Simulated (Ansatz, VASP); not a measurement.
**Sb: VASP beside Ansatz**

Contents of INCAR:

```
ALGO = Normal
EDIFF = 1E-6
EDIFFG = -0.04
ENCUT = 600
GGA = PE
IBRION = 2
ISIF = 3
ISMEAR = 0
LASPH = True
LCHARG = False
LREAL = False
LWAVE = False
NELM = 60
NSW = 90
PREC = Accurate
SIGMA = 0.1
```

The input KPOINTS:

```
k-points
0
Gamma
  6 6 4
```

File POSCAR:

```
Sb
1.0
    1.6369420379     -4.7658330554      0.0000000000
    1.6369420379      4.7658330554      0.0000000000
   -0.1390157935      0.0000000000      3.9413610993
Sb
2
Direct
    0.8690000000      0.1310000000      0.2500000000
    0.1310000000      0.8690000000      0.7500000000
```

Input for Ansatz:

```yaml
crystal:
  lattice:
    - [1.6369420379, -4.7658330554, 0.0]
    - [1.6369420379, 4.7658330554, 0.0]
    - [-0.1390157935, 0.0, 3.9413610993]
  atoms:
    - { symbol: Sb, position: [0.869, 0.131, 0.25] }
    - { symbol: Sb, position: [0.131, 0.869, 0.75] }
basis:
  ecutwfc: 420
kpoints:
  mp_grid: { grid: [6, 6, 4] }
hamiltonian:
  xc: pbe
scf:
  occupations: { method: gaussian, width: 0.1 }
  lower_state_search: "off"
output:
  forces: true
  stress: true
  eigenvalues: true
relax:
  adjacent_minimum: "off"
  f_tol: 0.04
  max_steps: 70
  cell: { stress_tol: 0.4 }
```

Alike in both runs: task relaxation of cell and atoms; functional PBE; k mesh 6 × 6 × 4; occupations gaussian, width 0.1 eV; no spin polarisation.

|  | VASP | Ansatz |
| --- | --- | --- |
| version | VASP 6.6.1 | Ansatz 0.2.0 |
| potentials or method | VASP PAW PBE potentials, release 64 (Sb) | scalar-relativistic, plane waves, PAW |
| plane-wave cutoff (eV) | 600 | 420 |
| valence electrons in the cell | 10 | 30 |

|  | VASP | Ansatz | Ansatz less VASP |
| --- | --- | --- | --- |
| gap on the k mesh at the Fermi level, each at its own relaxed structure (eV) | none | none | - |
| relaxed volume (Å³/atom) | 30.58 | 30.68 | +0.097 |
| relaxed cell length with the largest relative difference (Å) | 4.388 | 4.401 | +0.0134 |
| energy change over the relaxation (meV/atom) | -165 | -167 | -2.4 |

A gap of «none» marks a metal or a gap that the smearing closes. The two sets of potentials don't hold the same shells in valence.

Caveats: the k mesh is coarse (spacing up to 0.40 Å⁻¹), so the values aren't converged. The runs have no spin-orbit coupling, so splittings on Sb are missing.
